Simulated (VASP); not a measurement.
# NaH (Fm-3m) in VASP: further runs

One crystal, NaH, is run at these levels: PBE; tasks: single point.

Everything below comes from runs of VASP 6.6.1. Logs are shortened: lines on timing, memory, paths and dates and some standing lists are left out, and cuts for length are marked.

## Step 1: The crystal as given

The structure is cubic, space group Fm-3m (No. 225). The conventional cell has a = 4.880 Å, b = 4.880 Å, c = 4.880 Å, α = 90.00°, β = 90.00°, γ = 90.00°. Na (site symmetry m-3m) is surrounded by 6 H at 2.44 Å. H (site symmetry m-3m) has 6 Na at 2.44 Å as nearest neighbours.

## Step 2: Single point, PBE

Contents of INCAR:

```
SYSTEM = NaH
PREC = Accurate
ENCUT = 450
EDIFF = 1E-6
ISMEAR = 0
SIGMA = 0.2
LREAL = .False.
LASPH = .True.
NELM = 100
ALGO = Normal
ISIF = 2
LWAVE = .False.
LCHARG = .False.
GGA = PE
NBANDS = 11
ADDGRID = .False.
```

Contents of KPOINTS:

```
Automatic mesh
0
Gamma
  5 5 5
  0 0 0
```

Contents of POSCAR:

```
NaH
1.0
    0.0000000000      2.4400000000      2.4400000000
    2.4400000000      0.0000000000      2.4400000000
    2.4400000000      2.4400000000      0.0000000000
Na H
1 1
Direct
    0.0000000000      0.0000000000      0.0000000000
    0.5000000000      0.5000000000      0.5000000000
```

Potentials or basis: VASP PAW PBE potentials, release 64 (Na_pv, H).

Run with:

```console
cat potpaw_PBE.64/Na_pv/POTCAR potpaw_PBE.64/H/POTCAR > POTCAR
mpirun -np 1 vasp_std > vasp.out
```

OUTCAR:

```text
SYSTEM = NaH
   PREC = Accurate
   ENCUT = 450
   EDIFF = 1E-6
   ISMEAR = 0
   LREAL = .False.
   LASPH = .True.
   NELM = 100
   ISIF = 2
   GGA = PE

 Found     10 irreducible k-points:

 Following reciprocal coordinates:
            Coordinates               Weight
  0.000000  0.000000  0.000000      1.000000
  0.200000  0.000000  0.000000      8.000000
  0.400000  0.000000  0.000000      8.000000
  0.200000  0.200000  0.000000      6.000000
  0.400000  0.200000  0.000000     24.000000
 -0.400000  0.200000  0.000000     24.000000
   k-points           NKPTS =     10   k-points in BZ     NKDIM =     10   number of bands    NBANDS=     11
   number of dos      NEDOS =    301   number of ions     NIONS =      2
   total plane-waves  NPLWV =  13824
   dimension x,y,z NGX =    24 NGY =   24 NGZ =   24
   dimension x,y,z NGXF=    48 NGYF=   48 NGZF=   48
   ions per type =               1   1
   NGX,Y,Z   is equivalent  to a cutoff of  11.56, 11.56, 11.56 a.u.
   NGXF,Y,Z  is equivalent  to a cutoff of  23.13, 23.13, 23.13 a.u.
 SYSTEM =  NaH
   PREC   = accura    normal or accurate (medium, high low for compatibility)
   ISTART =      0    job   : 0-new  1-cont  2-samecut
   ICHARG =      2    charge: 1-file 2-atom 10-const
   ISPIN  =      1    spin polarized calculation?
   LNONCOLLINEAR =      F non collinear calculations
   LSORBIT =      F    spin-orbit coupling
   LASPH  =      T    aspherical Exc in radial PAW
   ENCUT  =  450.0 eV  33.07 Ry    5.75 a.u.   5.97  5.97  5.97*2*pi/ulx,y,z
   NELM   =    100;   NELMIN=  2; NELMDL= -5     # of ELM steps
   EDIFF  = 0.1E-05   stopping-criterion for ELM
   LREAL  =      F    real-space projection
   EDIFFG = 0.1E-04   stopping-criterion for IOM
   NSW    =      0    number of steps for IOM
   IBRION =     -1    ionic relax: 0-MD 1-quasi-New 2-CG
   NFREE  =      0    steps in history (QN), initial steepest desc. (CG)
   ISIF   =      2    stress and relaxation
   ISYM   =      2    0-nonsym 1-usesym 2-fastsym
   POTIM  = 0.5000    time-step for ionic-motion
   TEBEG  =    0.0;   TEEND  =   0.0 temperature during run
   PSTRESS=    0.0 pullay stress
   NELECT =       8.0000    total number of electrons
   NUPDOWN=      -1.0000    fix difference up-down
   EMIN   =  10.00;   EMAX   =-10.00  energy-range for DOS
   EFERMI =   0.00;   METHOD = LEGACY
   ISMEAR =     0;   SIGMA  =   0.20  broadening in eV -4-tet -1-fermi 0-gaus
   EFERMI_NEDOS =   21; number of points for ismear=-14 and -15
   IALGO  =     38    algorithm
   IMIX   =      4    mixing-type and parameters
     AMIX     =   0.40;   BMIX     =  1.00
     AMIX_MAG =   1.60;   BMIX_MAG =  1.00
  volume/ion in A,a.u.               =      14.53        98.03
  Fermi-wavevector in a.u.,A,eV,Ry     =   1.065054  2.012660 15.433636  1.134340
  Thomas-Fermi vector in A             =   2.200593
   LORBIT       =      0    0 simple, 1 ext, 2 COOP (PROOUT), +10 PAW based schemes
   GGA     = PE    functional components
   LHFCALC =     F    Hartree Fock is set to
   AEXX    =    0.0000 exact exchange contribution
   IVDW    =     0    specifies the selected vdW correction
   LEPSILON=     F    determine dielectric tensor
   LRPA    =     F    only Hartree local field effects (RPA)
 non-spin polarized calculation
 Gauss-broadening in eV      SIGMA  =   0.20
  energy-cutoff  :      450.00
  volume of cell :       29.05
 maximum number of plane-waves:       639
   NGX = 11   NGY = 11   NGZ = 11

 number of electron       7.9999989 magnetization

 Free energy of the ion-electron system (eV)
  ---------------------------------------------------
  ext. energy  EPLUGINS =         0.00000000
  ---------------------------------------------------
  free energy    TOTEN  =        -5.08497628 eV

  energy without entropy =       -5.08497628  energy(sigma->0) =       -5.08497628

 E-fermi :  -0.4356     XC(G=0):  -7.6732

 val. band max:       -1.3031179259   @ k =  -0.4000   0.4000   0.0000
 cond. band min:       3.2362366920   @ k =   0.4000   0.0000   0.0000
 fundamental gap:      4.5393546179
 Fermi energy:        -0.4356171326

 k-point     1 :       0.0000    0.0000    0.0000
  band No.  band energies     occupation
      1     -23.3592      2.00000
      2     -23.3592      2.00000
      3     -23.3592      2.00000
      4      -4.7407      2.00000
      5       8.9597      0.00000
      6      14.1782      0.00000
      7      14.1782      0.00000
      8      14.1783      0.00000
      9      14.9682      0.00000
     10      14.9682      0.00000
     11      14.9682      0.00000

 k-point     2 :       0.2000    0.0000    0.0000
  band No.  band energies     occupation
      1     -23.3889      2.00000
      2     -23.3629      2.00000
      3     -23.3629      2.00000
      4      -4.0835      2.00000
      5       6.8640      0.00000
      6      10.5497      0.00000
      7      12.8594      0.00000
      8      12.8594      0.00000
      9      16.2174      0.00000
     10      16.2174      0.00000
     11      16.8341      0.00000

 k-point     3 :       0.4000    0.0000    0.0000
  band No.  band energies     occupation
      1     -23.4358      2.00000
      2     -23.3686      2.00000
      3     -23.3686      2.00000
      4      -2.4912      2.00000
      5       3.2362      0.00000
      6       9.4793      0.00000
      7      12.0902      0.00000
      8      12.0903      0.00000
      9      15.0475      0.00000
     10      15.0475      0.00000
     11      17.4384      0.00000

 k-point     4 :       0.2000    0.2000    0.0000
  band No.  band energies     occupation
      1     -23.3874      2.00000
      2     -23.3693      2.00000
      3     -23.3692      2.00000
      4      -3.8770      2.00000
      5       6.9188      0.00000
      6      10.9523      0.00000
      7      11.1292      0.00000
      8      11.1292      0.00000
      9      14.3225      0.00000
     10      17.3061      0.00000
     11      19.9011      0.00000

 k-point     5 :       0.4000    0.2000    0.0000
  band No.  band energies     occupation
      1     -23.4207      2.00000
      2     -23.3791      2.00000
      3     -23.3759      2.00000
      4      -2.5938      2.00000
      5       4.5309      0.00000
      6       7.7245      0.00000
      7      10.4553      0.00000
      8      11.8309      0.00000
      9      14.6596      0.00000
     10      17.4842      0.00000
     11      18.4755      0.00000

 k-point     6 :      -0.4000    0.2000    0.0000
  band No.  band energies     occupation
      1     -23.4317      2.00000
      2     -23.3898      2.00000
      3     -23.3736      2.00000
      4      -1.7754      2.00000
      5       3.2499      0.00000
      6       6.5636      0.00000
      7      10.9599      0.00000
      8      11.7102      0.00000
      9      15.9801      0.00000
     10      17.0942      0.00000
     11      20.0659      0.00000

 [... further k-points ...]

------------------------ aborting loop because EDIFF is reached ----------------------------------------

  FORCE on cell =-STRESS in cart. coord.  units (eV):
  Direction    XX          YY          ZZ          XY          YZ          ZX
  --------------------------------------------------------------------------------------
  -------------------------------------------------------------------------------------
  Total       -0.1625264     -0.1625264     -0.1625264      0.0000000      0.0000000     -0.0000000
  in kB       -8.9626204     -8.9626204     -8.9626204      0.0000000      0.0000000     -0.0000000
  external PRESSURE =      -8.9626204 kB  Pullay stress =       0.0000000 kB

 VOLUME and BASIS-vectors are now :
 -----------------------------------------------------------------------------
  energy-cutoff  :      450.00
  volume of cell :       29.05
      direct lattice vectors                 reciprocal lattice vectors
     0.000000000  2.440000000  2.440000000    -0.204918033  0.204918033  0.204918033
     2.440000000  0.000000000  2.440000000     0.204918033 -0.204918033  0.204918033
     2.440000000  2.440000000  0.000000000     0.204918033  0.204918033 -0.204918033

 POSITION                                       TOTAL-FORCE (eV/Angst)
 -----------------------------------------------------------------------------------
      0.00000      0.00000      0.00000        -0.000000      0.000000      0.000000
      2.44000      2.44000      2.44000         0.000000     -0.000000      0.000000
 -----------------------------------------------------------------------------------
    total drift:                                0.000000     -0.000000     -0.000000

  FREE ENERGIE OF THE ION-ELECTRON SYSTEM (eV)
  ---------------------------------------------------
  free  energy   TOTEN  =        -5.0849762788 eV

  energy  without entropy=       -5.0849762787  energy(sigma->0) =       -5.08497628
```

Wall time 2.6 s (1 thread of Intel Xeon Platinum 8259CL at 2.50GHz (Skylake/Cascade Lake), shared host); peak memory 0.13 GiB.

These settings aren't checked as converged: the numbers below hold their error.

Results:

```
Free energy            : -5.0850 eV
Pressure               : -0.9 GPa
Band gap on the k mesh : 4.54 eV, indirect (least direct gap 5.03 eV)
```

Caveat: the k mesh is coarse (spacing up to 0.45 Å⁻¹), so the values aren't converged; an odd mesh through Γ misses points on the zone boundary, where band edges often lie.

## Step 3: Single point, PBE

INCAR is that of step 2.

KPOINTS is that of step 2.

Contents of POSCAR:

```
NaH
1.0
    0.0000000000      2.4400000000      2.4400000000
    2.4400000000      0.0000000000      2.4400000000
    2.4400000000      2.4400000000      0.0000000000
Na H
1 1
Direct
   -0.0187210000      0.0228060000      0.0160610000
    0.4668300000      0.5164870000      0.5214060000
```

Potentials or basis: VASP PAW PBE potentials, release 64 (Na_pv, H).

Run with:

```console
cat potpaw_PBE.64/Na_pv/POTCAR potpaw_PBE.64/H/POTCAR > POTCAR
mpirun -np 1 vasp_std > vasp.out
```

Run time: 7.8 s. Hardware: 1 thread of Intel Xeon Platinum 8259CL at 2.50GHz (Skylake/Cascade Lake), shared host; peak memory 0.14 GiB.

These settings aren't checked as converged: the numbers below hold their error.

Results:

```yaml
Free_energy: -5.0838 eV
Pressure: -0.9 GPa
Largest_force: 0.043 eV/Å
Band_gap_on_the_k_mesh: 4.54 eV, indirect (least direct gap 5.02 eV)
```

Caveat: the k mesh is coarse (spacing up to 0.45 Å⁻¹), so the values aren't converged; an odd mesh through Γ misses points on the zone boundary, where band edges often lie.

## Step 4: Single point, PBE

Changes to INCAR since step 3:

```diff
@@ -5,3 +5,3 @@
 ISMEAR = 0
-SIGMA = 0.2
+SIGMA = 0.01
 LREAL = .False.
```

KPOINTS is that of step 3.

Contents of POSCAR:

```
NaH
1.0
    0.0000000000      2.4400000000      2.4400000000
    2.4400000000      0.0000000000      2.4400000000
    2.4400000000      2.4400000000      0.0000000000
Na H
1 1
Direct
    0.0000000000      0.0000000000      0.0000000000
    0.5000000000      0.5000000000      0.5000000000
```

Run with:

```console
cat potpaw_PBE.64/Na_pv/POTCAR potpaw_PBE.64/H/POTCAR > POTCAR
mpirun -np 1 vasp_std > vasp.out
```

Run time: 2.6 s. Hardware: 1 thread of Intel Xeon Platinum 8259CL at 2.50GHz (Skylake/Cascade Lake), shared host; peak memory 0.13 GiB.

These settings aren't checked as converged: the numbers below hold their error.

What came out:

```
Free energy            : -5.0850 eV
Pressure               : -0.9 GPa
Band gap on the k mesh : 4.54 eV, indirect (least direct gap 5.03 eV)
```

Caveat: the k mesh is coarse (spacing up to 0.45 Å⁻¹), so the values aren't converged; an odd mesh through Γ misses points on the zone boundary, where band edges often lie.

## Step 5: Single point, PBE

INCAR is that of step 4.

KPOINTS is that of step 4.

Contents of POSCAR:

```
NaH
1.0
    0.0000000000      2.4400000000      2.4400000000
    2.4400000000      0.0000000000      2.4400000000
    2.4400000000      2.4400000000      0.0000000000
Na H
1 1
Direct
   -0.0187210000      0.0228060000      0.0160610000
    0.4668300000      0.5164870000      0.5214060000
```

Run with:

```console
cat potpaw_PBE.64/Na_pv/POTCAR potpaw_PBE.64/H/POTCAR > POTCAR
mpirun -np 1 vasp_std > vasp.out
```

Run time: 7.7 s. Hardware: 1 thread of Intel Xeon Platinum 8259CL at 2.50GHz (Skylake/Cascade Lake), shared host; peak memory 0.14 GiB.

The run converged, but some of its settings lie outside the range that counts as converged, so its numbers aren't taken as properties of the crystal.

Results:

```yaml
Free_energy: -5.0838 eV
Pressure: -0.9 GPa
Largest_force: 0.043 eV/Å
Band_gap_on_the_k_mesh: 4.54 eV, indirect (least direct gap 5.02 eV)
```

Caveat: the k mesh is coarse (spacing up to 0.45 Å⁻¹), so the values aren't converged; an odd mesh through Γ misses points on the zone boundary, where band edges often lie.

[end of part 1 of 2]
